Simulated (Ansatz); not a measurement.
# Hg under changes of volume

One of the cells (28.476 Å³/atom); the others are scaled copies at fixed shape and fractional positions:

```xyz
2
Lattice="3.4618 0.0000 0.0000 -1.7309 2.9980 0.0000 0.0000 0.0000 5.4875" Properties=species:S:1:pos:R:3 pbc="T T T"
Hg    0.0000    1.9987    1.3719
Hg    1.7309    0.9993    4.1157
```

| Quantity | Value |
| --- | --- |
| Program | Ansatz 0.2.0 |
| Functional | revPBE |
| Dispersion | D4 |
| Potentials or basis | Ansatz PAW |
| Cutoff | 420 eV (not typed: the program's choice for these potentials) |
| k mesh | 9 × 9 × 5 |
| Occupations | methfessel-paxton, width 0.1 eV |
| Spin | no spin polarisation |

```csv
volume (Å³/atom),energy over the lowest point (meV/atom),pressure (GPa)
26.768,0.00,0.0
27.337,0.52,-0.3
27.907,?,?
28.476,3.12,-0.4
29.046,4.80,-0.6
29.615,7.23,-0.8
30.185,10.15,-0.9
```

What does the run at 27.907 Å³/atom give?

Energy over the lowest point 1.75 meV/atom; pressure -0.4 GPa.

Worked out: A Birch-Murnaghan fit of order 3 (a polynomial in V^(-2/3)) to the other rows has no minimum within the range. It gives 1.58 meV/atom at 27.907 Å³/atom, against the run's 1.75, and -dE/dV = -0.3 GPa, against -0.4.

Energies are extrapolated to zero smearing.

Caveats: the PAW data sets come from PBE, with cores solved anew for the run's functional, which leaves a small shift of forces and pressure; pairwise dispersion overbinds metals, which lowers pressure and volume (some runs).
